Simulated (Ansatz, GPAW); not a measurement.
**Y: 3 runs at one level of theory**

```xyz
1
Lattice="0.0000 2.5520 2.5520 2.5520 0.0000 2.5520 2.5520 2.5520 0.0000" Properties=species:S:1:pos:R:3 pbc="T T T"
Y     0.0000    0.0000    0.0000
```

This isn't the form of Y at room conditions, which is hcp.

Alike in all runs: task density of states; functional LDA; k mesh 9 × 9 × 9; occupations gaussian, width 0.1 eV; no spin polarisation; no spin-orbit coupling. LDA stands for any of its common fits. Pressure is positive in compression and, in plane waves, holds the error of the finite cutoff, which Ansatz's Pulay term estimates and takes out.

```csv
program and potentials,plane-wave cutoff (eV),notes,pressure (GPa)
"Ansatz, Ansatz PAW",420,"potentials made for PBE, which Ansatz adapts in part",-4.44
"GPAW, the program's PAW data sets (release 1.2.1) made for this functional",600,-,-4.50
"Ansatz, all-electron LAPW, scalar-relativistic",-,-,-4.44
```

The pressure spans -4.50 (GPAW, the program's PAW data sets (release 1.2.1) made for this functional) to -4.44 GPa (Ansatz, Ansatz PAW), with all-electron results at -4.44.

Differences between rows come from potentials, basis sets and numerical settings, since the functional is the same but for its coding. Runs on potential files found faulty are left out.
